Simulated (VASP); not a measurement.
# Te2Mo in VASP: the effect of strain

Slab: Te2Mo, a slab with vacuum.

```
Te Mo
1.0
     3.56138   -0.07123    0.00000
    -1.84238    3.11986    0.00000
     0.00000    0.00000   38.99027
Te Mo
8 4
Direct
  0.33333 0.66667 0.32822
  0.33333 0.66667 0.95182
  0.66667 0.33333 0.14008
  0.66667 0.33333 0.76363
  0.66667 0.33333 0.04818
  0.66667 0.33333 0.67178
  0.33333 0.66667 0.23637
  0.33333 0.66667 0.85992
  0.66667 0.33333 0.28234
  0.66667 0.33333 0.90586
  0.33333 0.66667 0.09414
  0.33333 0.66667 0.71766
```

The cell isn't the ideal one: strain = -0.04.

Alike in all runs:

- Program: VASP 6.6.1
- Task: single point
- Functional: PBE
- Potentials or basis: VASP PAW PBE potentials, release 64 (Te, Mo_sv)
- Cutoff: 520 eV
- k mesh: 7 × 7 × 1
- Occupations: fermi-dirac, width 0.05 eV
- Spin: no spin polarisation
- Strain kind: shear_xy
- Further INCAR settings: ALGO = Normal; EDIFF = 1e-06

```csv
strain,gap on the mesh (eV),largest force (eV/Å)
-0.04,1.09,0.28
-0.02,?,?
-0.01,1.10,0.23
```

Question: What does the run with strain -0.02 give?

Answer: gap on the mesh 1.09 eV; largest force 0.24 eV/Å.

Caveats: spin-orbit coupling is left out, which moves the levels of the heavy elements.

A k mesh can miss the band edges.
